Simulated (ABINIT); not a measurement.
A run of ABINIT 10.8.3 (patched build) is set up as follows.

File run.abi:

```
# Pseudopotentials
pp_dirpath "./"
pseudos "Mg.GGA_PBE-JTH.xml, B.GGA_PBE-JTH.xml"

# Structure
acell 3.085 3.085 3.523 Angstrom
rprim
     1.0000000000     0.0000000000     0.0000000000
    -0.5000000000     0.8660254038     0.0000000000
     0.0000000000     0.0000000000     1.0000000000
ntypat 2
znucl 12 5
natom 3
typat 1 2 2
xred
     0.0000000000     0.0000000000     0.0000000000
     0.6666666667     0.3333333333     0.5000000000
     0.3333333333     0.6666666667     0.5000000000
chkprim 0
chksymtnons 0
tolsym 1.0e-6

# Plane-wave basis
ecut 517.016339 eV
pawecutdg 38.0
pawovlp 30

# k points
kptopt 1
ngkpt 10 10 8
nshiftk 1
shiftk 0.0 0.0 0.0

# Exchange and correlation
ixc 11
vdw_xc 6

# Bands and occupations
nband 12
occopt 3
tsmear 0.00183747

# SCF cycle
nstep 100
tolvrs 1.0e-9

# Output
iomode 3
prtwf 0
prtden 0
prteig 0
prtebands 0

# Relaxation
ionmov 2
ntime 60
tolmxf 0.0001
optcell 2
dilatmx 1.08
ecutsm 0.5
```

Potentials or basis: JTH PAW PBE v2.0.

The run is started by

```bash
$ abinit run.abi > log 2>&1
```

(1) Predict the relaxed volume.

(2) Predict the relaxed cell.

(3) What does it give for the band gap on the k mesh?

Results:

(1) 9.37 Å³/atom.

(2) a = 3.058 Å, b = 3.058 Å, c = 3.472 Å, α = 90.00°, β = 90.00°, γ = 120.00°.

(3) none (metal or under the smearing width).

Caveat: pairwise dispersion overbinds metals, which lowers pressure and volume; the atomic spheres overlap.
